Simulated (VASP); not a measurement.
Input of a VASP 6.6.1 run:

INCAR

```
PREC = Normal
ENCUT = 520
EDIFF = 1E-5
ISMEAR = 0
SIGMA = 0.15
LREAL = Auto
LASPH = T
NELM = 80
ALGO = Fast
ISIF = 2
LWAVE = F
LCHARG = F
GGA = PE
```

KPOINTS

```
Automatic mesh
0
Gamma
  5 5 5
```

POSCAR

```
CoSi
1.0
    4.4299500000      0.0000000000      0.0000000000
    0.0000000000      4.4299500000      0.0000000000
    0.0000000000      0.0000000000      4.4299500000
Co Si
4 4
Direct
    0.1450510000      0.1450510000      0.1450510000
    0.6450510000      0.3549490000      0.8549490000
    0.8549490000      0.6450510000      0.3549490000
    0.3549490000      0.8549490000      0.6450510000
    0.8432420000      0.8432420000      0.8432420000
    0.3432420000      0.6567580000      0.1567580000
    0.1567580000      0.3432420000      0.6567580000
    0.6567580000      0.1567580000      0.3432420000
```

Potentials or basis: VASP PAW PBE potentials, release 64 (Co, Si).

The run is started by

```console
$ cat potpaw_PBE.64/Co/POTCAR potpaw_PBE.64/Si/POTCAR > POTCAR
$ mpirun -np 1 vasp_std > vasp.out
```

(1) What does it give for the largest force?

(2) What does it give for the pressure?

Results:

(1) 0.015 eV/Å.

(2) 0.0 GPa.
